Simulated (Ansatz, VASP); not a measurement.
## One calculation of Y, two programs

```
Y
1.0
     3.65648    0.00000    0.00000
     0.00000    5.67401    0.00000
     0.00000    0.00000   18.22214
Y
4
Direct
  0.00000 0.75000 0.38415
  0.50000 0.25000 0.44207
  0.50000 0.75000 0.54261
  0.00000 0.25000 0.60356
```

Alike in both runs: functional PBE; k mesh 8 × 5 × 1; occupations gaussian, width 0.1 eV; no spin polarisation.

Ansatz relaxed the structure, and its values are those at the end. VASP's run is a single point on that final structure, the one shown.

|  | VASP | Ansatz |
| --- | --- | --- |
| version | VASP 6.6.1 | Ansatz 0.2.0 |
| potentials or method | VASP PAW PBE potentials, release 64 (Y_sv) | scalar-relativistic, plane waves, PAW |
| plane-wave cutoff (eV) | 520 | 420 |
| valence electrons in the cell | 44 | 44 |

```csv
,VASP,Ansatz,Ansatz less VASP
gap on the k mesh at the Fermi level (eV),none,none,-
rms of the force components (eV/Å),0.072,0.072,+0.0002
"work function, face that differs most (eV)",3.21,3.21,+0.005
```

A gap of «none» marks a metal or a gap that the smearing closes.
